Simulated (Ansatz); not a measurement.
Crystal: Al.

```
CELL_PARAMETERS angstrom
2.81246 0.00000 0.00000
-1.40623 2.43566 0.00000
0.00000 0.00000 4.86685
ATOMIC_POSITIONS crystal
Al 0.33333 0.66667 0.25000
Al 0.66667 0.33333 0.75000
```

This isn't the form of Al at room conditions, which is fcc.

* Program: Ansatz 0.2.0
* Task: relaxation of cell and atoms
* Functional: PBE
* Dispersion: D4
* Potentials or basis: Ansatz PAW
* Cutoff: 420 eV (not typed: the program's choice for these potentials)
* k mesh: 11 × 11 × 6
* Occupations: fermi-dirac, width 0.05 eV
* Spin: no spin polarisation

At the start: volume 16.67 Å³/atom.

**Question.** How do energy, volume and symmetry change on relaxing?

**Answer.** It ends after 5 steps and the volume is 15.97 Å³/atom (-4.2 %); space group P6_3/mmc (No. 194, to 0.05 Å).

The path:
| step | energy change (eV) | largest force (eV/Å) | volume (Å³) |
| --- | --- | --- | --- |
| 1 | 0.0000 | 0.0000 | 33.34 |
| 2 | -0.0327 | 0.0000 | 31.51 |
| 3 | -0.0341 | 0.0000 | 31.97 |
| 4 | -0.0341 | 0.0000 | 31.94 |
| 5 | -0.0338 | 0.0000 | 31.94 |

Final structure:
```yaml
crystal:
  lattice:
    - [2.81477, 0.00000, 0.00000]
    - [-1.40738, 2.43766, 0.00000]
    - [0.00000, 0.00000, 4.65444]
  atoms:
    - { symbol: Al, position: [0.33333, 0.66667, 0.25000] }
    - { symbol: Al, position: [0.66667, 0.33333, 0.75000] }
```

Caveat: the plane-wave basis is chosen anew once the cell has moved, so the energies of steps on either side of that aren't comparable; pairwise dispersion overbinds metals, which lowers pressure and volume.
